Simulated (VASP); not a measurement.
Consider the following.

```yaml
crystal:
  lattice:
    - [0.00000, 2.93332, 2.93332]
    - [2.90399, 0.00000, 2.93332]
    - [2.90399, 2.93332, 0.00000]
  atoms:
    - { symbol: Sr, position: [0.00000, 0.00000, 0.00000] }
    - { symbol: F, position: [0.25000, 0.25000, 0.25000] }
    - { symbol: F, position: [0.75000, 0.75000, 0.75000] }
```

Level of theory: PBE GGA, VASP's PBE PAW potentials (set 64) (plane waves; VASP 6.6.1). Numerical set-up: 600 eV cut-off, 6×6×6 Γ-centred mesh, Gaussian smearing of 0.050 eV, potentials Sr_sv F.

### Question
Give the stress tensor in GPa (positive for a compressed cell).

### Answer

```
1.01  0.00  0.00
0.00  0.25  0.00
0.00  0.00  0.25
```
The pressure is its mean diagonal, 0.50 GPa.

The compound is SrF2 in the fluorite structure. This cell was strained or had an atom moved on purpose.
